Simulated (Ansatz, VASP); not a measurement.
**Rh: VASP beside Ansatz**

```
Rh
1.0
     2.73098    0.00000    0.00000
    -1.36549    2.36510    0.00000
     0.00000    0.00000    4.42849
Rh
2
Direct
  0.66667 0.33333 0.75000
  0.33333 0.66667 0.25000
```

This isn't the form of Rh at room conditions, which is fcc.

Alike in both runs: task single point; functional PBEsol; k mesh 12 × 12 × 7; occupations fermi-dirac, width 0.1 eV; no spin polarisation.

|  | VASP | Ansatz |
| --- | --- | --- |
| version | VASP 6.6.1 | Ansatz 0.2.0 |
| potentials or method | VASP PAW PBE potentials, release 64 (Rh_pv) | plane waves, PAW |
| plane-wave cutoff (eV) | 520 | 500 |
| valence electrons in the cell | 30 | 34 |

```csv
,VASP,Ansatz,Ansatz less VASP
pressure (GPa),-13.4,-13.3,+0.06
largest component of the traceless stress (GPa),0.93,0.94,+0.009
```

The functional is the same, so the differences come from potentials, cutoffs and numerics. The two sets of potentials don't hold the same shells in valence.

Caveats: the PAW data sets were made with another functional, which shifts forces and pressure a little (VASP).
